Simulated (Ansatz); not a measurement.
# TaN: the cost of one run

Method: DFT PBE, scalar-relativistic, plane waves, PAW, in Ansatz 0.2.0.

1 further run of the same task is left out (it didn't finish).

## 1. The starting structure

It takes space group Fm-3m (No. 225, cubic). Conventional cell: a = 4.416 Å, b = 4.416 Å, c = 4.416 Å, α = 90.00°, β = 90.00°, γ = 90.00°. Around Ta (site symmetry m-3m) lie 6 N at 2.21 Å. Around N (site symmetry m-3m) lie 6 Ta at 2.21 Å.

Structure file:

```cif
data_structure
_symmetry_space_group_name_H-M 'Fm-3m'
_symmetry_Int_Tables_number 225
_cell_length_a 4.4162
_cell_length_b 4.4162
_cell_length_c 4.4162
_cell_angle_alpha 90.000
_cell_angle_beta 90.000
_cell_angle_gamma 90.000
_cell_volume 86.13
loop_
_atom_site_label
_atom_site_type_symbol
_atom_site_symmetry_multiplicity
_atom_site_Wyckoff_symbol
_atom_site_fract_x
_atom_site_fract_y
_atom_site_fract_z
_atom_site_occupancy
Ta1 Ta 4 b 0.50000 0.00000 0.00000 1
N1 N 4 a 0.00000 0.00000 0.00000 1
```

It is the result of an earlier relaxation at this level (volume 10.77 Å³/atom; gap on the mesh: none (metal)).

## 2. Plan of the line

The energy is mapped over a normal mode and a strain (zone-centre modes of the cell shown) (x along [1 0 0], y along [0 1 0], z along [0 0 1] of the conventional cell).

- amplitude of mode 4 (384 cm⁻¹), largest displacement in the unstrained cell: 7 values from −0.27 to 0.27 Å
- strain +e along z and -e/2 along x and y: 7 values from −7.00 to 7.00 %

Nothing else is relaxed (the pattern is fixed in fractional coordinates). Energies count from the relaxed high-symmetry cell. Points are written as (first, second).

The modes come from a phonon run on the reference cell, made beforehand.

Displacement patterns for an amplitude of 1 (Å):

| atom | x1 | y1 | z1 |
| --- | --- | --- | --- |
| Ta1 | -0.077 | 0.000 | 0.000 |
| N2 | 1.000 | 0.000 | 0.000 |

## 3. Grid point (−0.18 Å, −7.00 %)

input.yaml reads:

```yaml
crystal:
  lattice:
    - [0.0, 2.2853961859, 2.0535443989]
    - [2.2853961859, 0.0, 2.0535443989]
    - [2.2853961859, 2.2853961859, 0.0]
  atoms:
    - { symbol: Ta, position: [0.4968326312, 0.5031673688, 0.5031673688] }
    - { symbol: "N", position: [0.0409173038, -0.0409173038, -0.0409173038] }
basis:
  ecutwfc: 520.0
kpoints:
  mp_grid: { grid: [18, 18, 18] }
hamiltonian:
  xc: pbe
  pseudopotentials: { kind: paw, azcp: { folder: soft_1 } }
scf:
  occupations: { method: gaussian, width: 0.15 }
output:
  forces: true
  stress: true
  eigenvalues: true
```

Command:

```
ansatz run input.yaml --threads 1 --pin off --max-ram 2048MiB --backend cpu --events-out ev --progress --plain --runs-dir out
```

What time and memory should one allow on 1 thread of Intel Xeon Platinum 8259CL at 2.50GHz (Skylake/Cascade Lake), shared host?

About 25 s, with a peak of 0.71 GiB.
